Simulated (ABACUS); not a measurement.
GaP: equation of state with PBE

**Measured values to compare with.**

“Phosphorous dimerization in GaP at high pressure”, 2017, arxiv:1709.06667 reports, for a bulk crystal of GaP: bulk modulus 87.5 ± 0.6 GPa.

Crystal: GaP.

```
Ga P
1.0
     0.00000    2.72525    2.72525
     2.72525    0.00000    2.72525
     2.72525    2.72525    0.00000
Ga P
1 1
Direct
  0.00000 0.00000 0.00000
  0.75000 0.75000 0.75000
```

- Program: ABACUS 3.10.1
- Task: equation of state
- Functional: PBE
- Potentials or basis: SPMS ONCV 1.0 PBE
- Cutoff: 1102 eV
- Density cutoff: 4408 eV
- Basis: plane waves
- k mesh: 6 × 6 × 6
- Occupations: fermi-dirac, width 0.05 eV
- Spin: no spin polarisation
- Radial cutoff of the potentials (pseudo_rcut): 10 bohr
- SCF threshold on the density: 1e-08
- Max SCF steps: 100
- Eigensolver: dav
- Mixing: broyden
- Mixing share: 0.7
- Symmetry key: 1
- Bands: 13

| Quantity | Value |
| --- | --- |
| Equilibrium volume | 20.92 Å³/atom |
| Bulk modulus | 77 GPa |
| Pressure derivative of the bulk modulus | 4.5 (rough: it moves with the points fitted) |

Energy against volume, from the lowest point:
```tsv
volume (Å³/atom)	energy (meV/atom)
19.026	48.02
19.836	13.97
20.645	0.00
21.455	2.26
```

All runs of the series together: 14 s on 4 threads of Intel(R) Xeon(R) 6975P-C (Granite Rapids), on a shared host.

A measured bulk modulus of GaP is 87.5 GPa (“Phosphorous dimerization in GaP at high pressure”, 2017, arxiv:1709.06667); the calculated 77 GPa misses it by -12.0 %. The fit is for a static lattice scaled at fixed shape and fixed fractional positions.

PBE usually gives volumes a little too large and moduli too small.
